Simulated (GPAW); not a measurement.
# Al (P-1) in GPAW: single point with PBE

Aim: the single point of Al with PBE.

Everything below comes from runs of GPAW 26.7.0. Logs are shortened: lines on timing, memory, paths and dates and some standing lists are left out, and cuts for length are marked. The log counts tension as positive stress, the text compression.

### 1 The cell of the first run

The typed cell holds 1 atom: a = 2.839 Å, b = 2.840 Å, c = 2.869 Å, α = 60.19°, β = 62.21°, γ = 59.49°.

### 2 Single point, PBE (cell sheared at random, sigma 0.03, atoms nudged by 0.01 Å)

The input, run.py:

```python
from ase.dft.bandgap import bandgap
from ase.io import read, write
from ase.units import GPa
from gpaw import GPAW, PW

atoms = read('POSCAR')

calc = GPAW(mode=PW(500),
            xc='PBE',
            kpts={'size': (9, 9, 9), 'gamma': True},
            occupations={'name': 'fermi-dirac', 'width': 0.05},
            nbands=7,
            maxiter=120,
            txt='gpaw.txt')
atoms.calc = calc
energy = atoms.get_potential_energy()
forces = atoms.get_forces()
stress = atoms.get_stress()
calc.write('gs.gpw')
write('result.traj', atoms)
print(f'Energy: {energy:.6f} eV')
print('Forces (eV/A):')
print(forces.round(4))
print('Stress (GPa):', (stress / GPa).round(3))
print('Fermi level:', round(calc.get_fermi_level(), 4), 'eV')
print(f'Gap: {bandgap(calc)[0]:.4f} eV, direct: {bandgap(calc, direct=True)[0]:.4f} eV')
```

The input, POSCAR:

```
Al
1.0
   -0.0204552100      1.9706540500      2.0438328400
    2.0026569100      0.0099662700      2.0134113600
    2.0592944800      1.9968701300     -0.0466712900
Al
1
Direct
    0.0000000000      0.0000000000      0.0000000000
```

Potentials or basis: GPAW PAW data sets (gpaw-data 1.2.1), pw.

Command:

```
OMP_NUM_THREADS=1 python run.py
```

gpaw.txt:

```text
__  _  _
 | _ |_)|_||  |
 |__||  | ||/\| - 26.7.0

Input parameters:
  mode=PW(ecut=500.0),
  kpts=MonkhorstPack(size=(9, 9, 9), gamma=True),
  maxiter=120,
  nbands=7,
  occupations=Occupations(name='fermi-dirac', width=0.05),
  xc=XC(name='PBE')

Diagonalizing LCAO Hamiltonian
Converting LCAO to pw mode

       Al

Atoms  # Å, Bohr magnetons
|   | symbol |        x |        y |        z |    initial magnetic moments |
|---|--------|----------|----------|----------|-----------------------------|
| 0 |     Al | 0.000000 | 0.000000 | 0.000000 | ( 0.0000,  0.0000,  0.0000) |

Unit cell  # Å
| periodic |         x |        y |         z |  lengths |    angles |
|----------|-----------|----------|-----------|----------|-----------|
|      yes | -0.020455 | 1.970654 |  2.043833 | 2.839216 | 60.190867 |
|      yes |  2.002657 | 0.009966 |  2.013411 | 2.839817 | 62.209844 |
|      yes |  2.059294 | 1.996870 | -0.046671 | 2.868861 | 59.487265 |

Number of symmetries: 2
Symmetry operations  # r_c * U_cc + t_c -> r_c
|   | kind |            matrix            |
|---|------|------------------------------|
| 0 |  E   |  1, 0, 0,  0, 1, 0,  0, 0, 1 |
| 1 |  i   | -1, 0, 0,  0,-1, 0,  0, 0,-1 |

BZ-sampling:
  Number of BZ points: 729
  Number of IBZ points: 365

  Monkhorst-Pack size: [9, 9, 9]
  Monkhorst-Pack shift: [0, 0, 0]

K-points  # in reciprocal-cell coordinates
|     |                                coordinates |     weight |
|-----|--------------------------------------------|------------|
|   0 | (  0.00000000,   0.00000000,   0.00000000) | 0.00137174 |
|   1 | (  0.00000000,   0.00000000,   0.11111111) | 0.00274348 |
|   2 | (  0.00000000,   0.00000000,   0.22222222) | 0.00274348 |
|   3 | (  0.00000000,   0.00000000,   0.33333333) | 0.00274348 |
|   4 | (  0.00000000,   0.00000000,   0.44444444) | 0.00274348 |
|   5 | (  0.00000000,   0.11111111,  -0.44444444) | 0.00274348 |
|   6 | (  0.00000000,   0.11111111,  -0.33333333) | 0.00274348 |
|   7 | (  0.00000000,   0.11111111,  -0.22222222) | 0.00274348 |
|   8 | (  0.00000000,   0.11111111,  -0.11111111) | 0.00274348 |
|   9 | (  0.00000000,   0.11111111,   0.00000000) | 0.00274348 |
| ... |                                            |            |
| 364 | (  0.44444444,   0.44444444,   0.44444444) | 0.00274348 |

Plane wave coefficients: 432
Cutoff: 500.0 eV

Spin-components: 1 (collinear spins)
Bands:           7
Projectors:      5
Spin-degeneracy: 2
Datatype:        complex128

Parallelization:
  kpt:    1
  domain: 1
  band:   1

Density:
  Valence electrons: 3.0
  Components: 1
  Grid points: [15 15 15]
  Charge: 0.0  # |e|

Potential:
  Grid points: [15 15 15]

species:
  Al:
    name:    Aluminium
    Z:       13.0
    valence: 3
    core:    10
    charge:  0.0  # [|e|]
    compensation charges:
      type: gauss
      rc: 0.34  # [Å]
      lmax: 2
    cutoffs:
      filter: 1.91  # [Å]
      core: 2.36  # [Å]
    projectors
    | kind |    occ | energy [eV] | rcut [Å] |
    |------|--------|-------------|----------|
    |   3s |  2.000 |      -7.753 |    1.085 |
    |   3p |  1.000 |      -2.712 |    1.085 |
    |    s |        |      19.459 |    1.085 |
    |    p |        |      24.499 |    1.085 |
    |    d |        |       0.000 |    1.085 |

    Using partial waves for Al as LCAO basis

Reference energy: -6603.423265  # eV

eigensolver:
  PPCG
  Converge bands: occupied
  niter=2

density mixing:
  MSR1-Mixer
  Pratt-step length: 0.05
  Maximum mixing coefficient: 0.75
  Old densities: 10
  SVD Regularization: 0.005
  Good broyden scale: 1.0
  Trust region scale: 1.0
  Backstep threshold: 4.0
  History deletion threshold: 6.0
  Fourier metric: weight=20.0, sigma=0.015

occupation numbers:
  Fermi-Dirac:
    width: 0.0500  # eV

poisson solver:
  ecut: 4000.0  # eV

xc functional:
  name: PBE with 2 nearest neighbor stencil

convergence criteria:
- Maximum [total energy] change in last 3 cyles: 0.0005 eV / valence electron
- Maximum integral of absolute [dens]ity change: 0.0001 electrons / valence electron
- Maximum integral of absolute [eigenst]ate change: 4e-08 eV^2 / valence electron
maximum number of iterations: 120

SCF iterations
|iter     | |      energy | eigst |  dens |
|---------|-|-------------|-------|-------|
|iter:   1| |   -3.707502 | -0.26 |       |
|iter:   2| |   -3.707721 | -3.48 | -0.97 |
|iter:   3| |   -3.707675c| -3.41 | -0.99 |
|iter:   4| |   -3.707966c| -4.04 | -1.55 |
|iter:   5| |   -3.707971c| -6.05 | -2.92 |
|iter:   6| |   -3.707973c| -6.57 | -3.35 |
|iter:   7| |   -3.707973c| -8.58c| -4.62c|

Converged in 7 steps
Energy contributions relative to reference atoms: (reference = -6603.423265)

Energy contributions:
  Kinetic:           3.631208
  Coulomb:          -1.717355
  Zero:             -0.006380
  External:          0.000000
  Xc:               -5.613128
  Entropy:          -0.004635
  Spinorbit:         0.000000
  ----------------------------
  Free energy:      -3.710290
  Extrapolated:     -3.707973

dipole moment: (-6.933329, -6.823525, -6.880279)  # |e|*Ang

Fermi level: 7.123
Eigenvalues  # (at kpt = [0.000, 0.000, 0.000])
| band index |      eig [eV] | occ [0-2] |
|------------|---------------|-----------|
|          0 |        -3.990 |     2.000 |
|          1 |        18.958 |     0.000 |
|          2 |        19.974 |     0.000 |
|          3 |        20.266 |     0.000 |
|          4 |        20.358 |     0.000 |
|          5 |        21.202 |     0.000 |
|          6 |        21.862 |     0.000 |

No gap
No difference between direct/indirect transitions

Forces  # eV/Ang
|       x |       y |       z |
|---------|---------|---------|
| 0.00000 | 0.00000 | 0.00000 |  # Al   0

Stress tensor  # eV/Ang^3
|         x |         y |        z |
|-----------|-----------|----------|
|  0.003103 | -0.000623 | 0.001363 |
| -0.000623 | -0.005326 | 0.000630 |
|  0.001363 |  0.000630 | 0.001608 |

# Writing to gs.gpw (mode='')
```

Wall time 33 s (1 thread of Arm Neoverse N1, shared host); peak memory 0.16 GiB.

Results:

| Quantity | Value |
| --- | --- |
| Free energy | -3.7103 eV |
| Pressure | 0.0 GPa |
| Band gap on the k mesh | none (metal or under the smearing width) |

Stress tensor (GPa, compression positive):
```
-0.50  0.10 -0.22
 0.10  0.85 -0.10
-0.22 -0.10 -0.26
```

Levels at points of the mesh, in eV from the Fermi level:
| k point | band 1 | band 2 | band 3 | band 4 |
| --- | --- | --- | --- | --- |
| (0.00, 0.00, 0.00) | -11.11 | 11.84 | 12.85 | 13.14 |

Caveat: the cutoff is short for stress and forces, so pressures can be off by a GPa or more.
